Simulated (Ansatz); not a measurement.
**Al(111) / 1 layer Rh(111) / Al(111): resistance against film thickness**

How does the resistance across the layers grow with the film in Al(111) / 1 layer Rh(111) / Al(111)?

Method: Ansatz plane-wave DFT, PBE, PAW files; ballistic transport by layer matching (Landauer), zero bias, in Ansatz 0.2.0.

This is a report of a sequence of runs, with most program output left out.

### Step 1. The structure

The cell holds 9 atoms: 8 Al and 1 Rh. Cell: a = 2.862 Å, b = 2.862 Å, c = 20.635 Å, α = 90.0°, β = 90.0°, γ = 120.0°. It derives from Al and Rh. Regions: lead, 8 atoms (8 Al); films, 1 atom (1 Rh). The structure is stacked along c, and the current runs across the ab planes.

### Step 2. With 1 layer

The film is laid into the lead at the lead's in-plane lattice, and the cell closes on the lead's own image. The mesh across the current, 30×30, is finer than the density's, because channels open and close sharply across the zone. Energies from -1 to 1 eV in steps of 0.036 eV cover the slope of the Fermi function at 300 K, so the program can form a conductance.

The input, input.yaml:

```yaml
crystal:
  lattice:
    - [2.862347037, 0.0, 0.0]
    - [-1.4311735185, 2.4788652485, 0.0]
    - [0.0, 0.0, 20.634880835]
  atoms:
    - { symbol: Al, position: [0.0, 0.0, 0.0566297569] }
    - { symbol: Al, position: [0.3333333333, 0.6666666667, 0.1698892706] }
    - { symbol: Al, position: [0.6666666667, 0.3333333333, 0.2831487843] }
    - { symbol: Al, position: [0.0, 0.0, 0.396408298] }
    - { symbol: Rh, position: [0.3333333333, 0.6666666667, 0.5] }
    - { symbol: Al, position: [0.6666666667, 0.3333333333, 0.603591702] }
    - { symbol: Al, position: [0.0, 0.0, 0.7168512157] }
    - { symbol: Al, position: [0.3333333333, 0.6666666667, 0.8301107294] }
    - { symbol: Al, position: [0.6666666667, 0.3333333333, 0.9433702431] }
kpoints:
  mp_grid: { grid: [15, 15, 2] }
hamiltonian:
  xc: pbe
scf:
  occupations: { method: fermi_dirac, width: 0.1 }
output:
  transmission: { leads: [[0, 1]], kmesh: [30, 30], e_range: [-1.0, 1.0], de: 0.036 }
  write_potential: true
  write_density: true
  volumetric_format: npy
  elf: true
```

Run with:

```
$ ansatz run input.yaml --threads 4 --pin off --max-ram 8192MiB --backend cpu --events-out ev --progress --plain --runs-dir out
```

It took 71 s on 4 threads of Arm Neoverse V1, shared host; peak memory 0.53 GiB.

This step gave:

```
free energy                                                                : -10704.3116 eV
energy at zero smearing                                                    : -10704.2487 eV
Fermi energy                                                               : 9.181 eV
cell area                                                                  : 7.095 Å²
step of the lead's potential                                               : 9.1 meV
ballistic conductance of the lead                                          : 1.47e15 S/m²
estimated errors of the lead's conductance                                 : 0, 3.7, 0.2 % (band edges, k-mesh, distance from neutral)
lead conductance per cell                                                  : 1.351 G₀
conductance of the junction                                                : 9.10e14 S/m²
junction conductance per cell                                              : 0.8336 G₀
estimated errors of the junction's conductance                             : 0.1, 0, 4.5, 2.2, 0.3 % (energy step, band edges, k-mesh, leads' steps, distance from neutral)
area resistance that the stack adds (contact term taken off, spin by spin) : 0.4205 fΩ m²
```

Per spin. Transmission, zone mean against energy, zero at the Fermi level:

| energy (eV) | transmission, zone mean |
| --- | --- |
| -1.000 | 0.972 |
| -0.928 | 0.998 |
| -0.856 | 1.01 |
| -0.820 | 1.01 |
| -0.784 | 0.985 |
| -0.712 | 0.983 |
| -0.676 | 0.983 |
| -0.604 | 0.963 |
| -0.532 | 0.930 |
| -0.460 | 0.890 |
| -0.388 | 0.892 |
| -0.316 | 0.873 |
| -0.244 | 0.850 |
| -0.172 | 0.806 |
| -0.100 | 0.812 |
| -0.028 | 0.823 |
| 0.008 | 0.832 |
| 0.080 | 0.858 |
| 0.152 | 0.847 |
| 0.224 | 0.866 |
| 0.296 | 0.890 |
| 0.368 | 0.898 |
| 0.440 | 0.898 |
| 0.512 | 0.932 |
| 0.584 | 0.966 |
| 0.656 | 0.967 |
| 0.692 | 0.958 |
| 0.764 | 0.951 |
| 0.836 | 0.957 |
| 0.908 | 0.977 |
| 0.980 | 0.953 |

Per spin. Open channels, zone mean, lead against energy, zero at the Fermi level:

| energy (eV) | open channels, zone mean, lead |
| --- | --- |
| -1.000 | 1.24 |
| -0.964 | 1.25 |
| -0.892 | 1.27 |
| -0.856 | 1.28 |
| -0.784 | 1.25 |
| -0.748 | 1.25 |
| -0.676 | 1.28 |
| -0.640 | 1.28 |
| -0.568 | 1.28 |
| -0.532 | 1.27 |
| -0.460 | 1.27 |
| -0.424 | 1.24 |
| -0.352 | 1.24 |
| -0.316 | 1.27 |
| -0.244 | 1.30 |
| -0.208 | 1.29 |
| -0.136 | 1.27 |
| -0.100 | 1.33 |
| -0.028 | 1.34 |
| 0.008 | 1.35 |
| 0.080 | 1.37 |
| 0.116 | 1.39 |
| 0.188 | 1.43 |
| 0.224 | 1.44 |
| 0.296 | 1.44 |
| 0.332 | 1.46 |
| 0.404 | 1.43 |
| 0.440 | 1.47 |
| 0.512 | 1.47 |
| 0.548 | 1.48 |
| 0.620 | 1.49 |
| 0.656 | 1.51 |
| 0.728 | 1.49 |
| 0.764 | 1.48 |
| 0.836 | 1.51 |
| 0.872 | 1.51 |
| 0.944 | 1.55 |
| 0.980 | 1.57 |

Transmission over k1 and k2. At 0.0080 eV from the Fermi level.

Ten even steps from '0' (0.00) to '9' (1.62), each cell a mean:
```
884546656566454877555555565556
545668453336476556555553235555
245656433334365566425540001455
466654455555554557563662000065
665445555555555555265655300055
665235555555555555542566554465
565235555555555555554245645555
166435555544444455555535652555
446435555544333344555553374455
745754555544322233455555476558
985654555544322223345555555659
884566455554433222344555545754
566548345555443333344555554564
255526554555554444444555553566
455553653355555554445555553256
656556655424555555555555553256
655111456555355555555555553555
555000036646465555555555545566
155300005543476555444443555764
455541115555455668363235386655
765556556555566755566555664546
986423666632469976423665631459
```
Columns: k1 (b1) from -0.5 to 0.467; rows upwards: k2 (b2) from -0.5 to 0.467.

Open channels over k1 and k2. At 0.0080 eV from the Fermi level.

Ten even steps from '_' (0.00) to '@' (2.00), each cell a mean:
```
@@@@%%**@@@@@@++++++%%@@@@**@@%%@@@@@@@@@@@@@@**@@@@@@@@@@@@
@@####@@@@@@##==++++++####@@@@##@@##@@@@@@@@@@##==##@@@@@@@@
++%%@@@@@@@@==============++@@@@@@%%@@**@@@@@@==____++@@@@@@
**@@@@%%%%======================%%%%%%@@**@@@@**______--@@@@
******++++============================************------@@**
++++++++========================================@@@@@@@@@@@@
##**============================================@@##@@@@@@@@
==@@%%==========================================@@%%**@@@@@@
@@%%@@**========================================++@@@@%%@@@@
@@##@@@@##========================================@@@@##@@@@
@@@@**@@@@++======================================**@@@@**@@
@@@@@@%%@@@@++==++++++++++++++++++++++==========++++%%@@@@%%
@@@@@@##@@@@==========================================##@@##
++@@@@@@**@@%%==++++====++==++==========================@@@@
**@@@@@@@@**@@============================================%%
**@@@@@@@@@@@@==============================================
++**@@======%%++++++++++================================++++
##@@@@..______##@@@@##@@******======================****@@@@
==@@@@%%--____==@@@@%%**@@@@@@%%%%================%%@@@@@@@@
@@@@@@@@@@++..++@@@@@@@@@@**@@%%@@@@++++========++@@@@@@%%**
@@@@@@@@@@@@@@##@@@@@@@@@@@@@@##@@##@@@@##======@@@@@@####@@
@@@@@@@@****@@==**@@****@@@@@@@@@@%%@@****%%====@@****%%@@@@
```
Columns: k1 (b1) from -0.5 to 0.467; rows upwards: k2 (b2) from -0.5 to 0.467.

Electrostatic potential energy in the ca plane at fractional y = 0.667, with atoms of Al and Rh within 0.2 Å of it. With pseudopotentials it is smooth inside the atoms' cores, unlike the true potential.

Ten even steps from '0' (-49 eV) to '9' (11 eV), each cell a mean:
```
78999999999877899987789999999977789987789999
78999999999877899977789999999977789987789999
88999878899988899988899976799988899988899998
99998676799999999999999620169999999999999976
99997787689999999999998300028999999999999867
99997788689999999999998300028999999999999867
99997676789999999999999610159999999999999976
88999877899988899988899975689988899998899987
```
Columns run along c (16.0 Å, from fractional 0.06 to 0.84 of the cell; values clipped at the 3rd and 97th percentile), rows up along a (2.9 Å). Atoms in or near the plane, at fractional coordinates: Al at (0.17, 0.33), Rh at (0.50, 0.33), Al at (0.83, 0.33).

ELF in the ca plane at fractional y = 0.667, with atoms of Al and Rh within 0.2 Å of it. It is the smooth field of the valence electrons, not physical close to the nuclei.

Ten even steps from '0' (0.07) to '9' (0.77), each cell a mean:
```
66656777655666777765554322224555677776666567
66655777655666787765554322234555677876666567
77666766666777766666664233323566666677776666
77776312577777543467753478743577654456777762
77775010377776422357742599962467532246777740
77775010277776422357742599962467532236777730
77776201577777543467753478853577643356777751
77666666666777666667763234323577766667776666
```
Columns run along c (16.0 Å, from fractional 0.06 to 0.84 of the cell), rows up along a (2.9 Å). Atoms in or near the plane, at fractional coordinates: Al at (0.17, 0.33), Rh at (0.50, 0.33), Al at (0.83, 0.33).

Valence density in the ca plane at fractional y = 0.667, with atoms of Al and Rh within 0.2 Å of it. It is the smooth field of the valence electrons, not physical close to the nuclei.

Ten steps, logarithmic in the rise over the least value, from '0' (0 e/Å³) to '9' (13 e/Å³), each cell a mean:
```
11111111111111111111111122211111111111111111
11111111111111111111111122211111111111111111
11111111111111111111111244422111111111111111
11111100111111110111112478752111110111111111
11111000111111100011113689963111100011111110
11111000111111100011113699963211100001111110
11111100111111100111112578752111110011111110
11111111111111111111111345432111111111111111
```
Columns run along c (16.0 Å, from fractional 0.06 to 0.84 of the cell), rows up along a (2.9 Å). Atoms in or near the plane, at fractional coordinates: Al at (0.17, 0.33), Rh at (0.50, 0.33), Al at (0.83, 0.33).

The lead's potential steps by 9.1 meV from period to period, small in itself. The program estimates the junction's conductance to 4.5 % from the k-mesh, 0.3 % from the leads' distance from neutral and 2.2 % from their steps.

By hand: 1/G − 1/G_lead = 1/0.9103 − 1/1.475 = 0.420 fΩ m² with G in 10¹⁵ S/m².

### Step 3. With 3 layers, k-mesh 15×15×1, film layers 3

The stack now holds 3 film layers; the k-mesh follows the cell, and the energies span -0.27 to 0.27 eV.

System of this step: Al(111) / 3 layers Rh(111) / Al(111). The cell holds 11 atoms: 8 Al and 3 Rh. Its edges and angles: a = 2.862 Å, b = 2.862 Å, c = 24.567 Å, α = 86.7°, β = 93.3°, γ = 120.0°. It derives from Al and Rh. Regions: lead, 8 atoms (8 Al); films, 3 atoms (3 Rh). The structure is stacked along c, and the current runs across the ab planes.

The input, input.yaml:

```yaml
crystal:
  lattice:
    - [2.862347037, 0.0, 0.0]
    - [-1.4311735185, 2.4788652485, 0.0]
    - [-1.4311735185, 0.8262884162, 24.5110973982]
  atoms:
    - { symbol: Al, position: [0.015891418, 0.984108582, 0.0476742541] }
    - { symbol: Al, position: [0.3810075874, 0.6189924126, 0.1430227622] }
    - { symbol: Al, position: [0.7461237568, 0.2538762432, 0.2383712703] }
    - { symbol: Al, position: [0.1112399261, 0.8887600739, 0.3337197784] }
    - { symbol: Rh, position: [0.4736431183, 0.5263568817, 0.420929355] }
    - { symbol: Rh, position: [0.8333333333, 0.1666666667, 0.5] }
    - { symbol: Rh, position: [0.1930235483, 0.8069764517, 0.579070645] }
    - { symbol: Al, position: [0.5554267405, 0.4445732595, 0.6662802216] }
    - { symbol: Al, position: [0.9205429099, 0.0794570901, 0.7616287297] }
    - { symbol: Al, position: [0.2856590793, 0.7143409207, 0.8569772378] }
    - { symbol: Al, position: [0.6507752486, 0.3492247514, 0.9523257459] }
kpoints:
  mp_grid: { grid: [15, 15, 1] }
hamiltonian:
  xc: pbe
scf:
  occupations: { method: fermi_dirac, width: 0.1 }
output:
  transmission:
    leads: [[0, 1]]
    kmesh: [30, 30]
    e_range: [-0.27, 0.27]
    de: 0.036
  write_potential: true
  write_density: true
  volumetric_format: npy
```

Wall time 1.7 min (4 threads); peak memory 0.74 GiB; 6.3 min of CPU time.

This step gave:

| Quantity | Value |
| --- | --- |
| free energy | -23509.3411 eV |
| energy at zero smearing | -23509.2205 eV |
| Fermi energy | 11.29 eV |
| step of the lead's potential | 8.6 meV |
| ballistic conductance of the lead | 1.48e15 S/m² |
| estimated errors of the lead's conductance | 0, 3.8, 0.4 % (band edges, k-mesh, distance from neutral) |
| lead conductance per cell | 1.353 G₀ |
| conductance of the junction | 6.60e14 S/m² |
| junction conductance per cell | 0.6044 G₀ |
| estimated errors of the junction's conductance | 0.2, 0, 5, 6.3, 0.8 % (energy step, band edges, k-mesh, leads' steps, distance from neutral) |
| area resistance that the stack adds (contact term taken off, spin by spin) | 0.8382 fΩ m² |

Per spin. Transmission, zone mean against energy, zero at the Fermi level:

| energy (eV) | transmission, zone mean |
| --- | --- |
| -0.270 | 0.590 |
| -0.234 | 0.572 |
| -0.198 | 0.565 |
| -0.162 | 0.586 |
| -0.126 | 0.584 |
| -0.090 | 0.588 |
| -0.054 | 0.604 |
| -0.018 | 0.590 |
| 0.018 | 0.601 |
| 0.054 | 0.626 |
| 0.090 | 0.657 |
| 0.126 | 0.669 |
| 0.162 | 0.706 |
| 0.198 | 0.738 |
| 0.234 | 0.751 |
| 0.270 | 0.725 |

The conductance of the junction is 6.6e14 S/m², 27 % under the 9.1e14 S/m² of the last finished run.

### Step 4. With 5 layers, k-mesh 15×15×1, film layers 5

The stack now holds 5 film layers; the k-mesh follows the cell, and the energies span -0.27 to 0.27 eV.

System of this step: Al(111) / 5 layers Rh(111) / Al(111). The cell holds 13 atoms: 8 Al and 5 Rh. Its edges and angles: a = 2.862 Å, b = 2.862 Å, c = 28.435 Å, α = 92.9°, β = 87.1°, γ = 120.0°. It derives from Al and Rh. Regions: lead, 8 atoms (8 Al); films, 5 atoms (5 Rh). The structure is stacked along c, and the current runs across the ab planes.

input.yaml, the sections that differ from step 3:

```yaml
crystal:
  lattice:
    - [2.862347037, 0.0, 0.0]
    - [-1.4311735185, 2.4788652485, 0.0]
    - [1.4311735185, -0.8262884162, 28.3873139615]
  atoms:
    - { symbol: Al, position: [0.9862785153, 0.0137214847, 0.0411644542] }
    - { symbol: Al, position: [0.2921688792, 0.7078311208, 0.1234933625] }
    - { symbol: Al, position: [0.598059243, 0.401940757, 0.2058222709] }
    - { symbol: Al, position: [0.9039496069, 0.0960503931, 0.2881511792] }
    - { symbol: Rh, position: [0.2121824978, 0.7878175022, 0.3634525067] }
    - { symbol: Rh, position: [0.5227579156, 0.4772420844, 0.4317262533] }
    - { symbol: Rh, position: [0.8333333333, 0.1666666667, 0.5] }
    - { symbol: Rh, position: [0.1439087511, 0.8560912489, 0.5682737467] }
    - { symbol: Rh, position: [0.4544841689, 0.5455158311, 0.6365474933] }
    - { symbol: Al, position: [0.7627170597, 0.2372829403, 0.7118488208] }
    - { symbol: Al, position: [0.0686074236, 0.9313925764, 0.7941777291] }
    - { symbol: Al, position: [0.3744977875, 0.6255022125, 0.8765066375] }
    - { symbol: Al, position: [0.6803881514, 0.3196118486, 0.9588355458] }
# kpoints, hamiltonian, scf, output: as in step 3
```

Run time: 2.4 min. Hardware: 4 threads; peak memory 0.94 GiB; 8.6 min of CPU time.

This step gave:

| Item | Value |
| --- | --- |
| free energy | -36314.3830 eV |
| energy at zero smearing | -36314.1967 eV |
| Fermi energy | 12.79 eV |
| step of the lead's potential | 7.5 meV |
| estimated errors of the lead's conductance | 0, 3.7, 0.2 % (band edges, k-mesh, distance from neutral) |
| lead conductance per cell | 1.351 G₀ |
| conductance of the junction | 6.81e14 S/m² |
| junction conductance per cell | 0.6239 G₀ |
| estimated errors of the junction's conductance | 0.4, 0, 6.1, 8.9, 2 % (energy step, band edges, k-mesh, leads' steps, distance from neutral) |
| area resistance that the stack adds (contact term taken off, spin by spin) | 0.7901 fΩ m² |

Per spin. Table of transmission, zone mean by energy, zero at the Fermi level:

| energy (eV) | transmission, zone mean |
| --- | --- |
| -0.270 | 0.503 |
| -0.234 | 0.504 |
| -0.198 | 0.512 |
| -0.162 | 0.540 |
| -0.126 | 0.536 |
| -0.090 | 0.531 |
| -0.054 | 0.572 |
| -0.018 | 0.607 |
| 0.018 | 0.650 |
| 0.054 | 0.672 |
| 0.090 | 0.694 |
| 0.126 | 0.692 |
| 0.162 | 0.710 |
| 0.198 | 0.740 |
| 0.234 | 0.800 |
| 0.270 | 0.836 |

The conductance of the junction is 6.8e14 S/m², 3.2 % over the 6.6e14 S/m² of the last finished run, within the error estimates, leads' steps apart, of 5 and 6.1 %.

### Step 5. With 7 layers, k-mesh 15×15×1, film layers 7

The stack now holds 7 film layers; the k-mesh follows the cell, and the energies span -0.27 to 0.27 eV.

System of this step: Al(111) / 7 layers Rh(111) / Al(111). The cell holds 15 atoms: 8 Al and 7 Rh. Cell: a = 2.862 Å, b = 2.862 Å, c = 32.264 Å, α = 90.0°, β = 90.0°, γ = 120.0°. It derives from Al and Rh. Regions: lead, 8 atoms (8 Al); films, 7 atoms (7 Rh). The structure is stacked along c, and the current runs across the ab planes.

input.yaml, the sections that differ from step 4:

```yaml
crystal:
  lattice:
    - [2.862347037, 0.0, 0.0]
    - [-1.4311735185, 2.4788652485, 0.0]
    - [0.0, 0.0, 32.2635305247]
  atoms:
    - { symbol: Al, position: [0.0, 0.0, 0.0362188597] }
    - { symbol: Al, position: [0.3333333333, 0.6666666667, 0.108656579] }
    - { symbol: Al, position: [0.6666666667, 0.3333333333, 0.1810942984] }
    - { symbol: Al, position: [0.0, 0.0, 0.2535320177] }
    - { symbol: Rh, position: [0.3333333333, 0.6666666667, 0.3197864663] }
    - { symbol: Rh, position: [0.6666666667, 0.3333333333, 0.3798576442] }
    - { symbol: Rh, position: [0.0, 0.0, 0.4399288221] }
    - { symbol: Rh, position: [0.3333333333, 0.6666666667, 0.5] }
    - { symbol: Rh, position: [0.6666666667, 0.3333333333, 0.5600711779] }
    - { symbol: Rh, position: [0.0, 0.0, 0.6201423558] }
    - { symbol: Rh, position: [0.3333333333, 0.6666666667, 0.6802135337] }
    - { symbol: Al, position: [0.6666666667, 0.3333333333, 0.7464679823] }
    - { symbol: Al, position: [0.0, 0.0, 0.8189057016] }
    - { symbol: Al, position: [0.3333333333, 0.6666666667, 0.891343421] }
    - { symbol: Al, position: [0.6666666667, 0.3333333333, 0.9637811403] }
# kpoints, hamiltonian, scf, output: as in step 4
```

The job ended after 70 s (4 threads; peak memory 0.91 GiB; 4.1 min of CPU time).

This step gave:

```yaml
free_energy: -49119.4786 eV
energy_at_zero_smearing: -49119.2450 eV
fermi_energy: 13.94 eV
step_of_the_lead_s_potential: 6.4 meV
estimated_errors_of_the_lead_s_conductance: 0, 3.8, 0.3 % (band edges, k-mesh, distance from neutral)
lead_conductance_per_cell: 1.353 G₀
conductance_of_the_junction: 6.90e14 S/m²
junction_conductance_per_cell: 0.6323 G₀
estimated_errors_of_the_junction_s_conductance: 0.2, 0, 6.7, 7.7, 1.3 % (energy step, band edges, k-mesh, leads' steps, distance from neutral)
area_resistance_that_the_stack_adds_contact_term_taken_off_spin_by_spin: 0.7714 fΩ m²
```

Per spin. The transmission, zone mean by energy, zero at the Fermi level:

| energy (eV) | transmission, zone mean |
| --- | --- |
| -0.270 | 0.527 |
| -0.234 | 0.561 |
| -0.198 | 0.571 |
| -0.162 | 0.575 |
| -0.126 | 0.613 |
| -0.090 | 0.605 |
| -0.054 | 0.595 |
| -0.018 | 0.633 |
| 0.018 | 0.644 |
| 0.054 | 0.636 |
| 0.090 | 0.676 |
| 0.126 | 0.726 |
| 0.162 | 0.694 |
| 0.198 | 0.708 |
| 0.234 | 0.731 |
| 0.270 | 0.719 |

The conductance of the junction is 6.9e14 S/m², 1.3 % over the 6.8e14 S/m² of the last finished run, within the error estimates, leads' steps apart, of 6.1 and 6.7 %.

[end of part 1 of 2]

[Logs are printed without paths, hosts, clocks, repeated set-up lines and the standing remarks that a program may print on its own settings, such as how far it seeks lower states.]

[Hosts, paths, dates, database ids (printed as entryN), source tags and the programs' standing remarks are cut or masked in the printed files.]
